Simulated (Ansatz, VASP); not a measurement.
Given: the input of a run of Ansatz 0.2.0 on SnO2 (Cassiterite).

Contents of input.yaml:

```yaml
crystal:
  lattice:
    - [4.738, 0.0, 0.0]
    - [0.0, 4.738, 0.0]
    - [0.0, 0.0, 3.1865]
  atoms:
    - { symbol: Sn, position: [0.5, 0.5, 0.5] }
    - { symbol: Sn, position: [0.0, 0.0, 0.0] }
    - { symbol: O, position: [0.8071, 0.1929, 0.5] }
    - { symbol: O, position: [0.6929, 0.6929, 0.0] }
    - { symbol: O, position: [0.1929, 0.8071, 0.5] }
    - { symbol: O, position: [0.3071, 0.3071, 0.0] }
hamiltonian:
  xc: pbesol
  pseudopotentials: { kind: paw }
kpoints:
  mp_grid: { grid: [6, 6, 8] }
scf:
  occupations: { method: fermi_dirac, width: 0.05 }
output:
  forces: true
  stress: true
relax:
  f_tol: 0.01
  max_steps: 40
  cell: { stress_tol: 0.05 }
```

Potentials or basis: Ansatz PAW.

Command:

```sh
$ ansatz run input.yaml --threads 2 --pin off --max-ram 5632MiB --backend cpu --events-out ev --progress --plain --runs-dir out
```

**Question.** Translate it to VASP 6.6.1. Potentials there: VASP PAW PBE potentials, release 64 (Sn_d, O).

**Answer.** As run (the cutoff follows the program's own potentials):

INCAR

```
PREC = Accurate
ENCUT = 600
EDIFF = 1E-7
ISMEAR = -1
SIGMA = 0.05
LREAL = False
LASPH = True
NELM = 60
ALGO = Normal
ISIF = 3
LWAVE = False
LCHARG = False
GGA = PS
IBRION = 2
NSW = 40
EDIFFG = -0.02
```

The input KPOINTS:

```
regular mesh
0
Gamma
  6 6 8
```

POSCAR

```
SnO2
1.0
    4.7380000000      0.0000000000      0.0000000000
    0.0000000000      4.7380000000      0.0000000000
    0.0000000000      0.0000000000      3.1865000000
Sn O
2 4
Direct
    0.5000000000      0.5000000000      0.5000000000
    0.0000000000      0.0000000000      0.0000000000
    0.8071000000      0.1929000000      0.5000000000
    0.6929000000      0.6929000000      0.0000000000
    0.1929000000      0.8071000000      0.5000000000
    0.3071000000      0.3071000000      0.0000000000
```

Potentials or basis: VASP PAW PBE potentials, release 64 (Sn_d, O).

Command:

```bash
$ cat potpaw_PBE.64/Sn_d/POTCAR potpaw_PBE.64/O/POTCAR > POTCAR
$ mpirun -np 1 vasp_std > vasp.out
```

Both were run:

|  | VASP | Ansatz | Ansatz less VASP |
| --- | --- | --- | --- |
| relaxed volume (Å³/atom) | 12.21 | 12.18 | -0.031 |
| relaxed cell length with the largest relative difference (Å) | 3.219 | 3.212 | -0.0069 |
| energy change over the relaxation (meV/atom) | -5 | -4 | +1.0 |

Caveats: the PAW data sets were made with another functional, which shifts forces and pressure a little (VASP); the plane-wave basis is chosen anew once the cell has moved, so the energies of steps on either side of that aren't comparable (Ansatz); the pressure holds a Pulay correction of +0.9 GPa for the finite cutoff (Ansatz); the PAW data sets come from PBE, with cores solved anew for the run's functional, which leaves a small shift of forces and pressure (Ansatz). Zero-point motion and thermal expansion aren't in these numbers.
